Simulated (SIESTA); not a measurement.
HgSe:

```
CELL_PARAMETERS angstrom
0.00000 3.03900 3.03900
3.03900 0.00000 3.03900
3.03900 3.03900 0.00000
ATOMIC_POSITIONS crystal
Hg 0.00000 0.00000 0.00000
Se 0.75000 0.75000 0.75000
```

```yaml
Program: SIESTA 5.4.2
Task: relaxation of cell and atoms
Functional: PBE
Potentials_or_basis: PseudoDojo 0.4 standard (PBE files)
Basis: DZP (energy shift 0.002 Ry)
Grid_cutoff: 1200 Ry
Energy_shift: 0.002 Ry
k_mesh: 6 × 6 × 6
Occupations: fermi-dirac, width 0.05 eV
Spin: no spin polarisation
```

At the start: pressure 6.5 GPa; volume 28.07 Å³/atom.

Problem. How do energy, volume and symmetry change on relaxing?

Solution. Over 4 steps the energy falls by 62.6 meV/atom and the volume is 31.50 Å³/atom (+12.2 %); space group F-43m (No. 216, to 0.05 Å).

The path:
| step | energy change (eV) | largest force (eV/Å) | pressure (GPa) | volume (Å³) |
| --- | --- | --- | --- | --- |
| 1 | 0.0000 | 0.0000 | 6.50 | 56.13 |
| 2 | -0.0124 | 0.0000 | 6.11 | 56.45 |
| 3 | -0.1237 | 0.0001 | 0.59 | 62.18 |
| 4 | -0.1251 | 0.0001 | -0.01 | 63.00 |

Final structure:
```
CELL_PARAMETERS angstrom
0.00005 3.15822 3.15822
3.15822 0.00005 3.15822
3.15822 3.15822 0.00005
ATOMIC_POSITIONS crystal
Hg 0.00000 0.00000 0.00000
Se 0.75000 0.75000 0.75000
```

Caveat: semicore shells carry a single zeta, which can move pressures by several GPa and volumes by a few percent; the volume moved by +12 % from the deposited cell, more than functionals usually miss; the basis of atomic orbitals isn't converged, which shifts pressures, moduli and gaps.
